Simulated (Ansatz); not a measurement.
**LiCl: the band gap up the ladder of functionals**

The task here is to estimate one member of a computed series from the others.

The runs shown are made with Ansatz 0.2.0. PAW datasets, plane waves. No spin polarisation and no zero-point or thermal motion; the cell was built from a prototype and may be hypothetical.

## The cell

The cell was relaxed beforehand with r2SCAN.

It is cubic, F-43m (No. 216); conventional cell a = 5.466 Å, 20.41 Å³ an atom. Around Li lie 4 Cl at 2.37 Å; around Cl lie 4 Li at 2.37 Å.

The structure in full:

```
Li Cl
1.0
     0.00000    2.73304    2.73304
     2.73304    0.00000    2.73304
     2.73304    2.73304    0.00000
Li Cl
1 1
Direct
  0.00000 0.00000 0.00000
  0.25000 0.25000 0.25000
```

Set-up of the first run:

File input.yaml:

```yaml
crystal:
  lattice:
    - [0.0, 2.733043709, 2.733043709]
    - [2.733043709, 0.0, 2.733043709]
    - [2.733043709, 2.733043709, 0.0]
  atoms:
    - { symbol: Li, position: [0.0, 0.0, 0.0] }
    - { symbol: Cl, position: [0.25, 0.25, 0.25] }
kpoints:
  mp_grid: { grid: [8, 8, 8] }
  band_path:
    path:
      - [[0.0, 0.0, 0.0], [-0.5, -0.5, -6.991342677939e-34], [-0.375, -0.375, 0.25]]
      - [[-0.375, -3.189112372391e-17, 0.375], [0.0, 0.0, 0.0], [-5.163351069119e-18, -5.163351069119e-18, 0.5], [-0.5, -0.25, 0.25], [-0.5, -0.5, -6.991342677939e-34]]
    npoints: 10
hamiltonian:
  xc: pbe
scf:
  occupations: { method: fermi_dirac, width: 0.02 }
  n_extra_bands: 4
output:
  forces: true
  stress: true
  eigenvalues: true
```

On the command line:

```bash
ansatz run input.yaml --threads 2 --pin off --max-ram 2211MiB --backend cpu --events-out ev --progress --plain --runs-dir out
```

Steps of the session up to this table: PBE bands along the symmetry lines; Single point with r2SCAN; HSE06; PBE0 at the same geometry; Single point with LDA; Quasiparticle levels, G0W0@PBE; One-shot GW from PBE; DDH-PBE0; LC-ωPBE; Single point with Hartree-Fock.

One table of the session follows, with a row left open; its other results are not shown here.

| level | gap (eV) |
| --- | --- |
| PBE | 6.05 |
| r2SCAN | 6.71 |
| HSE06 | 7.39 |
| PBE0 | 8.11 |
| LDA | ? |
| G0W0@PBE (121 empty bands) | 8.71 |
| G0W0@PBE (302 empty bands) | 8.88 |
| DDH-PBE0 | 9.40 |
| LC-ωPBE | 12.72 |
| Hartree-Fock | 14.45 |

Q: Estimate the row for LDA from the others.

**Answer.** gap (eV): 5.63. In the column «gap (eV)» it is the lowest.

Meshes: PBE 8×8×8, r2SCAN 8×8×8, HSE06 6×6×6, PBE0 6×6×6, LDA 8×8×8, DDH-PBE0 6×6×6, LC-ωPBE 6×6×6, Hartree-Fock 6×6×6.

What this shows: The gap runs from 5.63 eV (LDA) to 14.45 eV (Hartree-Fock). PBE reaches 68 % of the G0W0@PBE value, and r2SCAN 76 %. PBE0 lies 0.73 eV above HSE06, which differs from it by screening the long-range exchange. Hartree-Fock lies above G0W0@PBE by 5.6 eV. No extrapolation in bands, cutoff or mesh was made for G0W0.

To keep in mind: Warnings in the runs' records: stress scf threshold loose, stress exchange threshold loose.
